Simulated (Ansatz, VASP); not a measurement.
# CoSi2: VASP beside Ansatz

```
CELL_PARAMETERS angstrom
0.00000 2.67800 2.67800
2.67800 0.00000 2.67800
2.67800 2.67800 0.00000
ATOMIC_POSITIONS crystal
Co 0.00000 0.00000 0.00000
Si 0.25000 0.25000 0.25000
Si 0.75000 0.75000 0.75000
```

Alike in both runs: task relaxation of cell and atoms; functional PBE; k mesh 14 × 14 × 14; occupations gaussian, width 0.1 eV; no spin polarisation.

|  | VASP | Ansatz |
| --- | --- | --- |
| version | VASP 6.6.1 | Ansatz 0.2.0 |
| potentials or method | VASP PAW PBE potentials, release 64 (Co, Si) | scalar-relativistic, plane waves, PAW |
| plane-wave cutoff (eV) | 600 | 420 |
| valence electrons in the cell | 17 | 25 |

VASP gave:

```
gap on the k mesh at the Fermi level, each at its own relaxed structure (eV) : none
relaxed volume (Å³/atom)                                                     : 12.82
relaxed cell length with the largest relative difference (Å)                 : 3.789
```

Q: Estimate Ansatz's values.

A: gap on the k mesh at the Fermi level, each at its own relaxed structure (eV): none; relaxed volume (Å³/atom): 12.83; relaxed cell length with the largest relative difference (Å): 3.790.

A gap of «none» marks a metal or a gap that the smearing closes. The two sets of potentials don't hold the same shells in valence.

Spin polarisation is off, so any magnetic state and its effect on volume and gap are missing.
